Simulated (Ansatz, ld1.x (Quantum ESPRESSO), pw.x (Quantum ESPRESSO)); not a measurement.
# pw.x on sc V: one setting changed

Potential: norm-conserving Troullier–Martins (Kleinman–Bylander form), ld1.x (Quantum ESPRESSO) 7.5, PBE; core [Ar], reference 3d3 4s0 4p0; waves: 4s (bound, empty): rc 2.00 bohr; 4p (bound, empty): rc 2.40 bohr; 3d (bound): rc 2.35 bohr; local part: all-electron potential smoothed inside 2.20 bohr (lloc = -2); core correction: Bessel-smoothed model core inside 1.10 bohr.

The reference run (k-mesh 13³, cutoffs 60/240 Ry, Fermi–Dirac 0.01 Ry, mixing_beta 0.4, conv_thr 1e-9, no spin) gives 2.14 GPa at 14.583 Å³/atom, where all-electron LAPW gives 1.01 GPa. This run, with its own iteration cap, changes startingwfc to atomic.

```
&control
  calculation='scf', prefix='x', pseudo_dir='./', outdir='./tmp', tstress=.true., disk_io='none'
/
&system
  ibrav=0, nat=1, ntyp=1, ecutwfc=60, ecutrho=240, nbnd=9,
  occupations='smearing', smearing='fd', degauss=0.01
/
&electrons
  conv_thr=1e-09, mixing_beta=0.4, electron_maxstep=60, startingwfc='atomic'
/
ATOMIC_SPECIES
V 1.0 V.UPF
CELL_PARAMETERS angstrom
  2.44314340 0.00000000 0.00000000
  0.00000000 2.44314340 0.00000000
  0.00000000 0.00000000 2.44314340
ATOMIC_POSITIONS crystal
V 0.0000 0.0000 0.0000
K_POINTS automatic
13 13 13 0 0 0
```

```bash
pw.x < V.scf.in > V.scf.out
```

How does the run end?

It converges in 9 iterations; the free energy moves by +0.0 meV/atom and the pressure by +0.00 GPa. The result is that of the reference run.

```
Message from routine setup:
     using ibrav=0 with symmetry is DISCOURAGED, use correct ibrav instead
     lattice parameter (alat)  =       4.6169  a.u.
     unit-cell volume          =      98.4110 (a.u.)^3
     number of electrons       =         5.00
     number of Kohn-Sham states=            9
     kinetic-energy cutoff     =      60.0000  Ry
     charge density cutoff     =     240.0000  Ry
     scf convergence threshold =      1.0E-09
     Exchange-correlation= PBE
     number of k points=    84  Fermi-Dirac smearing, width (Ry)=  0.0100
     iteration #  1     ecut=    60.00 Ry     beta= 0.40
     total energy              =     -29.93630364 Ry
     estimated scf accuracy    <       2.93901825 Ry
     iteration #  2     ecut=    60.00 Ry     beta= 0.40
     total energy              =     -30.00279068 Ry
     estimated scf accuracy    <       0.25936721 Ry
     iteration #  3     ecut=    60.00 Ry     beta= 0.40
     total energy              =     -30.06615089 Ry
     estimated scf accuracy    <       0.01238449 Ry
     iteration #  4     ecut=    60.00 Ry     beta= 0.40
     total energy              =     -30.06789738 Ry
     estimated scf accuracy    <       0.01343410 Ry
     iteration #  5     ecut=    60.00 Ry     beta= 0.40
     total energy              =     -30.07065131 Ry
     estimated scf accuracy    <       0.00002397 Ry
     iteration #  6     ecut=    60.00 Ry     beta= 0.40
     total energy              =     -30.07065525 Ry
     estimated scf accuracy    <       0.00001839 Ry
     iteration #  7     ecut=    60.00 Ry     beta= 0.40
     total energy              =     -30.07065603 Ry
     estimated scf accuracy    <       0.00000160 Ry
     iteration #  8     ecut=    60.00 Ry     beta= 0.40
     total energy              =     -30.07065639 Ry
     estimated scf accuracy    <          2.6E-09 Ry
     iteration #  9     ecut=    60.00 Ry     beta= 0.40
     the Fermi energy is    10.2316 ev
!    total energy              =     -30.07065639 Ry
     estimated scf accuracy    <          1.1E-10 Ry
     smearing contrib. (-TS)   =      -0.00600846 Ry
     The total energy is F=E-TS. E is the sum of the following terms:
     one-electron contribution =       7.68934151 Ry
     hartree contribution      =       0.84464388 Ry
     xc contribution           =     -23.23488956 Ry
     ewald contribution        =     -15.36374376 Ry
     convergence has been achieved in   9 iterations
          total   stress  (Ry/bohr**3)                   (kbar)     P=       21.44
     Message from routine punch:
     Nothing written, as per user request (disk_io='none')
```

The run took about 9.3 s on one core of a shared host (Neoverse-N1, 64 threads, 498 GiB, load 14).
